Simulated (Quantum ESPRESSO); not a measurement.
## Sn under changes of volume

One of the cells (27.650 Å³/atom); the others are scaled copies at fixed shape and fractional positions:

```
Sn
1.0
    -2.94014    2.94014    1.59930
     2.94014   -2.94014    1.59930
     2.94014    2.94014   -1.59930
Sn
2
Direct
  0.00000 0.00000 0.00000
  0.75000 0.25000 0.50000
```

* Program: Quantum ESPRESSO 7.5
* Functional: r2SCAN
* Potentials or basis: SG15 PBE 1.2
* Cutoff: 952 eV
* Density cutoff: 3810 eV
* k mesh: 5 × 5 × 5
* Occupations: fermi-dirac, width 0.05 eV
* Spin: no spin polarisation

```csv
volume (Å³/atom),energy over the lowest point (meV/atom),pressure (GPa)
25.991,9.23,2.6
26.544,2.53,1.3
27.097,0.00,0.1
27.650,?,?
28.203,5.77,-1.9
28.756,13.36,-2.7
29.309,23.66,-3.4
```

Q: What does the run at 27.650 Å³/atom give?

A: Energy over the lowest point 1.21 meV/atom; pressure -0.9 GPa.

Worked out: A Birch-Murnaghan fit of order 3 (a polynomial in V^(-2/3)) to the other rows has its minimum at 27.19 Å³/atom with B0 = V·E''(V) = 52 GPa and B' = 4.3 at fixed shape and positions, which overstates the stiffness. It gives 1.20 meV/atom at 27.650 Å³/atom, against the run's 1.21, and -dE/dV = -0.9 GPa, against -0.9.

Energies are extrapolated to zero smearing.

Caveats: all runs use coarse meshes; the potentials were made for another functional, which shifts forces and pressure.
